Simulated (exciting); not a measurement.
# Hf (P-1) in exciting: single point with PBEsol

Aim: the single point of Hf with PBEsol.

All numbers are computed with exciting (release sodium); they aren't measurements. Logs are shortened: lines on timing, memory, paths and dates and some standing lists are left out, and cuts for length are marked.

### Step 1. The crystal as given

The typed cell holds 1 atom: a = 2.880 Å, b = 3.093 Å, c = 3.172 Å, α = 104.64°, β = 108.16°, γ = 109.13°.

This isn't the form of Hf at room conditions, which is hcp.

### Step 2. Single point, PBEsol

The input, run_exciting.py:

```python
import subprocess
import xml.etree.ElementTree as ET
from ase.io import read
from ase.units import Bohr

atoms = read("Hf.cif")
import spglib
from ase import Atoms
cell, positions, numbers = spglib.find_primitive((atoms.cell[:], atoms.get_scaled_positions(), atoms.numbers), symprec=1e-5)
atoms = Atoms(numbers, cell=cell, scaled_positions=positions, pbc=True)
rmt = {'Hf': 2.3}  # bohr
tasks = """
<groundstate do="fromscratch" ngridk="11 10 10" rgkmax="9" gmaxvr="14" lmaxapw="10" lmaxmat="10" lmaxvr="8" xctype="GGA_PBE_SOL" stype="Gaussian" swidth="0.00036749" nempty="12" ValenceRelativity="iora*" epsengy="1e-05" epspot="1e-05" maxscl="60" tforce="true" outputlevel="normal" vkloff="0.25 0.25 0.25" reducek="false"/>
"""

root = ET.Element("input")
ET.SubElement(root, "title").text = "Hf"
structure = ET.SubElement(root, "structure", speciespath="./", tshift="false")
crystal = ET.SubElement(structure, "crystal", scale="1.0")
for vector in atoms.cell / Bohr:
    ET.SubElement(crystal, "basevect").text = " ".join(f"{x:.12f}" for x in vector)
symbols = atoms.get_chemical_symbols()
for element in dict.fromkeys(symbols):
    species = ET.SubElement(structure, "species", speciesfile=element + ".xml", rmt=str(rmt[element]))
    for symbol, position in zip(symbols, atoms.get_scaled_positions(wrap=False)):
        if symbol == element:
            ET.SubElement(species, "atom", coord=" ".join(f"{x:.12f}" for x in position))
root.extend(ET.fromstring("<tasks>" + tasks + "</tasks>"))
ET.indent(root)
ET.ElementTree(root).write("input.xml")
subprocess.run(["exciting_smp"], check=True)
```

The input, Hf.cif:

```cif
data_Hf
_cell_length_a 2.88012402
_cell_length_b 3.09319202
_cell_length_c 3.17164352
_cell_angle_alpha 104.64287944
_cell_angle_beta 108.15747500
_cell_angle_gamma 109.13165441
_space_group_name_H-M_alt 'P-1'
_space_group_name_Hall '-P 1'
_space_group_IT_number 2
loop_
_space_group_symop_operation_xyz
'x,y,z'
'-x,-y,-z'
loop_
_atom_site_label
_atom_site_type_symbol
_atom_site_symmetry_multiplicity
_atom_site_Wyckoff_symbol
_atom_site_fract_x
_atom_site_fract_y
_atom_site_fract_z
_atom_site_occupancy
Hf1 Hf 1 a 0.0000000000 0.0000000000 0.0000000000 1
```

Potentials or basis: all-electron LAPW+lo, shipped species files, valence relativity iora*.

The run is started by

```console
> OMP_NUM_THREADS=1 python run_exciting.py
```

The program printed:

```text
================================================================================
EXCITING SODIUM started
[... 10 lines left out ...]

 Lattice vectors (cartesian) :
      5.4426456062      0.0000000000      0.0000000000
     -1.9157334237      5.5224388825      0.0000000000
     -1.8677647031     -2.2516305215      5.2310714227

 Reciprocal lattice vectors (cartesian) :
      1.1544358685      0.4004736722      0.5845711258
     -0.0000000000      1.1377555172      0.4897285549
      0.0000000000     -0.0000000000      1.2011277995

 Unit cell volume                           :     157.2286278800
 Brillouin zone volume                      :       1.5776402605

 Species :    1 (Hf)
     parameters loaded from                 :    Hf.xml
     name                                   :    hafnium
     nuclear charge                         :     -72.00000000
     electronic charge                      :      72.00000000
     atomic mass                            :  325367.36570000
     muffin-tin radius                      :       2.30000000
     # of radial points in muffin-tin       :     450

     atomic positions (lattice) :
       1 :   0.00000000  0.00000000  0.00000000

 Total number of atoms per unit cell        :       1

 Spin treatment                             :    spin-unpolarised

 Number of Bravais lattice symmetries       :       2
 Number of crystal symmetries               :       2

 k-point grid                               :      11   10   10
 k-point offset :       0.250000  0.250000  0.250000
 Total number of k-points                   :    1100
 k-point set is not reduced

 R^MT_min * |G+k|_max (rgkmax)              :       9.00000000
 Species with R^MT_min                      :       1 (Hf)
 Maximum |G+k| for APW functions            :       3.91304348
 Maximum |G| for potential and density      :      14.00000000

 G-vector grid sizes                        :      25    27    27
 Total number of G-vectors                  :    7267

 Maximum angular momentum used for
     APW functions                          :      10
     computing H and O matrix elements      :      10
     potential and density                  :       8
     inner part of muffin-tin               :       2

 Total nuclear charge                       :     -72.00000000
 Total electronic charge                    :      72.00000000
 Total core charge                          :      46.00000000
 Total valence charge                       :      26.00000000

 Number of empty states                     :      12
 Total number of valence states             :      26

 Maximum Hamiltonian size                   :     194
 Maximum number of plane-waves              :     167
 Total number of local-orbitals             :      27

 Exchange-correlation type                  :      22
     PBEsol, Phys. Rev. Lett. 100, 136406 (2008)
     Generalised gradient approximation (GGA)

 Smearing scheme                            :    Gaussian
 Smearing width                             :       0.00036749

 Using multisecant Broyden potential mixing
[... 16 lines left out ...]
+ SCF iteration number :    1                                                  +
++++++++++++++++++++++++++++++++++++++++++++++++++++++++++++++++++++++++++++++++
 Total energy                               :    -15081.70278681
 _______________________________________________________________
 Fermi energy                               :         0.36311568
 Kinetic energy                             :     16889.41076672
 Coulomb energy                             :    -31666.03202670
 Exchange energy                            :      -300.23178151
 Correlation energy                         :        -4.84974532

 DOS at Fermi energy (states/Ha/cell)       :        43.68973810

 Electron charges :
     core                                   :        46.00000000
     core leakage                           :         0.00001615
     valence                                :        26.00000000
     interstitial                           :         2.93349607
     charge in muffin-tin spheres :
                  atom     1    Hf          :        69.06650393
     total charge in muffin-tins            :        69.06650393
     total charge                           :        72.00000000

++++++++++++++++++++++++++++++++++++++++++++++++++++++++++++++++++++++++++++++++
+ SCF iteration number :    2                                                  +
++++++++++++++++++++++++++++++++++++++++++++++++++++++++++++++++++++++++++++++++
 Total energy                               :    -15090.46495680
 _______________________________________________________________
 Fermi energy                               :         0.36042175
 Kinetic energy                             :     16884.52992037
 Coulomb energy                             :    -31669.73875268
 Exchange energy                            :      -300.40455994
 Correlation energy                         :        -4.85156455

 DOS at Fermi energy (states/Ha/cell)       :        39.30738657

 Electron charges :
     core                                   :        46.00000000
     core leakage                           :         0.00001570
     valence                                :        26.00000000
     interstitial                           :         2.89197988
     charge in muffin-tin spheres :
                  atom     1    Hf          :        69.10802012
     total charge in muffin-tins            :        69.10802012
     total charge                           :        72.00000000
[... 309 lines left out ...]
 RMS change in effective potential (target) :  0.834987E-08  ( 0.100000E-04)
 Absolute change in total energy   (target) :  0.275368E-05  ( 0.100000E-04)
 Charge distance                   (target) :  0.140320E-08  ( 0.100000E-04)
 Abs. change in max-nonIBS-force   (target) :   0.00000      ( 0.500000E-04)

++++++++++++++++++++++++++++++++++++++++++++++++++++++++++++++++++++++++++++++++
+ SCF iteration number :   14                                                  +
++++++++++++++++++++++++++++++++++++++++++++++++++++++++++++++++++++++++++++++++
 Total energy                               :    -15093.27366699
 _______________________________________________________________
 Fermi energy                               :         0.35905762
 Kinetic energy                             :     16882.10208194
 Coulomb energy                             :    -31670.07711648
 Exchange energy                            :      -300.44649063
 Correlation energy                         :        -4.85214183

 DOS at Fermi energy (states/Ha/cell)       :        49.81194372

 Electron charges :
     core                                   :        46.00000000
     core leakage                           :         0.00001555
     valence                                :        26.00000000
     interstitial                           :         2.84722914
     charge in muffin-tin spheres :
                  atom     1    Hf          :        69.15277086
     total charge in muffin-tins            :        69.15277086
     total charge                           :        72.00000000

 RMS change in effective potential (target) :  0.132774E-08  ( 0.100000E-04)
 Absolute change in total energy   (target) :  0.191975E-05  ( 0.100000E-04)
 Charge distance                   (target) :  0.859066E-09  ( 0.100000E-04)
 Abs. change in max-nonIBS-force   (target) :   0.00000      ( 0.500000E-04)

++++++++++++++++++++++++++++++++++++++++++++++++++++++++++++++++++++++++++++++++
| Convergency criteria checked for the last 2 iterations                       +
| Convergence targets achieved. Performing final SCF iteration                 +
++++++++++++++++++++++++++++++++++++++++++++++++++++++++++++++++++++++++++++++++
 Total energy                               :    -15093.27366753
 _______________________________________________________________
 Fermi energy                               :         0.35905762
 Kinetic energy                             :     16882.10208167
 Coulomb energy                             :    -31670.07711673
 Exchange energy                            :      -300.44649064
 Correlation energy                         :        -4.85214183

 DOS at Fermi energy (states/Ha/cell)       :        49.81193661

 Electron charges :
     core                                   :        46.00000000
     core leakage                           :         0.00001555
     valence                                :        26.00000000
     interstitial                           :         2.84722914
     charge in muffin-tin spheres :
                  atom     1    Hf          :        69.15277086
     total charge in muffin-tins            :        69.15277086
     total charge                           :        72.00000000

++++++++++++++++++++++++++++++++++++++++++++++++++++++++++++++++++++++++++++++++
+ Self-consistent loop stopped                                                 +
++++++++++++++++++++++++++++++++++++++++++++++++++++++++++++++++++++++++++++++++
 STATE.OUT is written

--------------------------------------------------------------------------------
- Writing atomic positions and forces                                          -
--------------------------------------------------------------------------------

 Atomic positions (lattice) :
 atom     1  Hf  :     0.00000000    0.00000000    0.00000000

 Total atomic forces including IBS (cartesian) :
 atom     1  Hf  :     0.00000000    0.00000000    0.00000000

 Atomic force components including IBS (cartesian) :
 atom     1  Hf  :     0.00000000    0.00000000    0.00000000   HF force
                 :     0.00000000    0.00000000    0.00000000   core correction
                 :     0.00000000    0.00000000    0.00000000   IBS correction

********************************************************************************
* Groundstate module stopped                                                   *
********************************************************************************

--------------------------------------------------------------------------------
- CAUTION! Warnings have been written in file WARNING.OUT !                    -
--------------------------------------------------------------------------------
================================================================================
| EXCITING SODIUM stopped                                                      =
================================================================================
```

Wall time 7 min (1 thread of Arm Neoverse V2, shared host); peak memory 0.11 GiB.

Results:

| Quantity | Value |
| --- | --- |
| Free energy | -410708.8996 eV |
| Band gap on the k mesh | none (metal or under the smearing width) |
| All electrons inside the program's atomic spheres | Hf 69.15 (radii Hf 2.3 bohr) |

Spin-orbit coupling is left out, which matters for the levels of Hf.
